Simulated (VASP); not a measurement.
A run of VASP 6.6.1 is set up as follows.

File INCAR:

```
SYSTEM = MgO2
PREC     = Accurate       ! precision mode
ENCUT    = 520            ! plane-wave cutoff, eV
EDIFF    = 1E-7           ! SCF threshold, eV
ISMEAR   = -1             ! smearing method
SIGMA    = 0.05           ! smearing width, eV
LREAL    = .False.        ! projectors in reciprocal space
LASPH    = .True.         ! aspherical terms in the spheres
NELM     = 100            ! most SCF steps
ALGO     = Normal         ! electronic algorithm
ISIF     = 2              ! what is computed and relaxed
LWAVE    = .False.        ! write WAVECAR
LCHARG   = .False.        ! write CHGCAR
METAGGA  = RSCAN          ! meta-GGA
LMIXTAU  = .True.
```

Contents of KPOINTS:

```
Automatic mesh
0
Gamma
  6 6 6
  0 0 0
```

POSCAR

```
MgO2
1.0
    4.8286124700      0.0000000000      0.0000000000
    0.0000000000      4.8286124700      0.0000000000
    0.0000000000      0.0000000000      4.8286124700
Mg O
4 8
Direct
    0.0000000000      0.0000000000      0.0000000000
    0.5000000000      0.0000000000      0.5000000000
    0.5000000000      0.5000000000      0.0000000000
    0.0000000000      0.5000000000      0.5000000000
    0.5894244400      0.9105755600      0.0894244400
    0.9105755600      0.0894244400      0.5894244400
    0.0894244400      0.5894244400      0.9105755600
    0.4105755600      0.4105755600      0.4105755600
    0.5894244400      0.5894244400      0.5894244400
    0.9105755600      0.4105755600      0.0894244400
    0.0894244400      0.9105755600      0.4105755600
    0.4105755600      0.0894244400      0.9105755600
```

The input KPOINTS_OPT:

```
path GXMGRX,MR
20
line-mode
reciprocal
 0.0000000000  0.0000000000  0.0000000000  G
 0.0000000000  0.5000000000  0.0000000000  X

 0.0000000000  0.5000000000  0.0000000000  X
 0.5000000000  0.5000000000  0.0000000000  M

 0.5000000000  0.5000000000  0.0000000000  M
 0.0000000000  0.0000000000  0.0000000000  G

 0.0000000000  0.0000000000  0.0000000000  G
 0.5000000000  0.5000000000  0.5000000000  R

 0.5000000000  0.5000000000  0.5000000000  R
 0.0000000000  0.5000000000  0.0000000000  X

 0.5000000000  0.5000000000  0.0000000000  M
 0.5000000000  0.5000000000  0.5000000000  R
```

Potentials or basis: VASP PAW PBE potentials, release 64 (Mg, O).

Run with:

```sh
$ cat potpaw_PBE.64/Mg/POTCAR potpaw_PBE.64/O/POTCAR > POTCAR
$ mpirun -np 1 vasp_std > vasp.out
```

Task: Predict the largest force.

Result: 0.035 eV/Å.

Task: What does it give for the pressure?

Result: -1.3 GPa.

Levels at the corners of the path, in eV from the valence-band top:
```csv
point,band 26,band 27,band 28,band 29,band 30,band 31
Γ,-0.49,0.00,0.00,5.20,5.20,5.20
X,-0.71,-0.12,-0.12,4.62,4.62,5.06
X,-0.71,-0.12,-0.12,4.62,4.62,5.06
M,-0.49,-0.49,-0.49,4.83,4.83,4.83
M,-0.49,-0.49,-0.49,4.83,4.83,4.83
Γ,-0.49,0.00,0.00,5.20,5.20,5.20
Γ,-0.49,0.00,0.00,5.20,5.20,5.20
R,-0.56,-0.56,-0.56,5.13,5.13,5.13
R,-0.56,-0.56,-0.56,5.13,5.13,5.13
X,-0.71,-0.12,-0.12,4.62,4.62,5.06
M,-0.49,-0.49,-0.49,4.83,4.83,4.83
R,-0.56,-0.56,-0.56,5.13,5.13,5.13
```

Caveat: the PAW data sets were made with another functional, which shifts forces and pressure a little.
